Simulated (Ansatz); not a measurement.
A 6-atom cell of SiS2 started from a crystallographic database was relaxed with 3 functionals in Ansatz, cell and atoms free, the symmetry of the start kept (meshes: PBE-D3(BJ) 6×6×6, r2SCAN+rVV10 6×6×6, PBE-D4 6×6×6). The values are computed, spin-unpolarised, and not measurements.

The r2SCAN+rVV10 result:
```
CELL_PARAMETERS angstrom
-2.74339 4.81808 2.76165
2.74339 -4.81808 2.76165
2.74339 4.81808 -2.76165
ATOMIC_POSITIONS crystal
Si 0.75000 0.75000 0.00000
Si 0.25000 0.25000 0.00000
S 0.11778 0.21222 0.32999
S 0.88222 0.78778 0.67001
S 0.61778 0.28778 0.90556
S 0.38222 0.71222 0.09444
```

It is orthorhombic, Ibam (No. 72); conventional cell a = 5.487 Å, b = 9.636 Å, c = 5.523 Å, 24.34 Å³ an atom. Si has 4 S at 2.13 Å; S has 2 Si at 2.13 Å.

**Question.** Order the functionals by the relaxed volume, smallest first.
A. r2SCAN+rVV10
B. PBE-D4
C. PBE-D3(BJ)

**Answer.** B (23.68 Å³/atom), C (23.82 Å³/atom), A (24.34 Å³/atom).

**Question.** How does the cell change with PBE-D4?

**Answer.** a = 5.394 Å, b = 9.536 Å, c = 5.525 Å; the volume differs by -2.7 % from r2SCAN+rVV10's. Si is surrounded by 4 S at 2.14 Å; S is surrounded by 2 Si at 2.14 Å.

**Question.** What lattice does PBE-D3(BJ) give?

**Answer.** a = 5.412 Å, b = 9.555 Å, c = 5.528 Å; the volume differs by -2.1 % from r2SCAN+rVV10's. Si has 4 S at 2.14 Å; S has 2 Si at 2.14 Å.
